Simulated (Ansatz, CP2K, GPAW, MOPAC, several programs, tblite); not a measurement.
Many methods on one cell: SnSe (h-MgO type)

SnSe in the h-MgO structure, relaxed with r2SCAN in Ansatz, was computed with several methods. It is hexagonal, P6_3/mmc (No. 194); conventional cell a = 5.064 Å, c = 6.073 Å, 33.73 Å³ an atom. Around Sn lie 5 Se at 2.92–3.04 Å; around Se lie 5 Sn at 2.92–3.04 Å. Values at 0 K without nuclear motion; spin polarisation is off, and the phase may be a hypothetical one.

```
CELL_PARAMETERS angstrom
5.06446 0.00000 0.00000
-2.53223 4.38595 0.00000
0.00000 0.00000 6.07339
ATOMIC_POSITIONS crystal
Sn 0.33333 0.66667 0.25000
Sn 0.66667 0.33333 0.75000
Se 0.66667 0.33333 0.25000
Se 0.33333 0.66667 0.75000
```

Gaps and times are for a single point on this cell; volume and bulk modulus come from each method's own relaxation or energy curve at fixed shape, which is too stiff where a cell has free coordinates or axes. Times are rough, from shared hosts (Arm Neoverse V1), and each method has its own mesh and cell size. A double dagger marks a value from a curve with shape and coordinates held. A star marks a curve whose lowest point is an end point. PM6 (MOPAC), PM7 (MOPAC), GFN1-xTB (tblite) treat a cluster of cells at its zone centre, which samples few k points: where these miss a band edge, the gap comes out too large for that reason alone. Gaps from k meshes are read at a limited set of points (mesh, symmetry points, PBE's band edges), so each method's own least gap may be somewhat smaller. xTB and the PM methods were fitted mostly to molecules, and can miss a solid's gap by electronvolts. Minimal bases can be far off for gaps. GLLB-SC's gap includes the derivative discontinuity. d marks a direct gap, i an indirect one (no mark: not told apart), a dash a value that wasn't computed or didn't pass its checks.

```csv
method,kind,gap (eV),own volume (Å³/atom),bulk modulus (GPa),atoms computed,processor time
PM7 (MOPAC),semi-empirical,6.18,–,–,32,0.83 s
PM6 (MOPAC),semi-empirical,4.50,–,–,32,1.2 s
GFN1-xTB (tblite),tight binding,2.10,–,–,32,1.4 s
light PBE (260 eV and a coarse mesh),light plane-wave,0.41 d,–,–,4,1.8 s
PBE/SZV (CP2K),small basis,0.35 d,37.07*‡,40*‡,4,7.7 s
PBE,semilocal,0.41 d,34.49,37‡,4,7.7 s
PBE/single zeta (GPAW),small basis,0.38 d,–,–,4,15 s
PBE/DZVP (CP2K),small basis,0.41 d,34.85‡,37‡,4,16 s
r2SCAN,semilocal,0.58 d,33.73,40‡,4,16 s
GLLB-SC (GPAW),model potential,0.93,–,–,4,2 min
```

Against r2SCAN (0.58 eV) and with closed or daggered gaps left aside, the nearest gap at the points sampled is that of PBE (-0.17 eV) and the farthest that of PM7 (MOPAC) (+5.60 eV). r2SCAN is only a yardstick of convenience: semilocal gaps usually lie below measured ones, which GLLB-SC and hybrids aim to mend.

Volumes against r2SCAN's: PBE +2.3 %.

Runs without a result: GFN2-xTB (tblite) (single point).

No spin-orbit coupling is included; it can move band edges with weight on the heavy atoms by tenths of an eV.
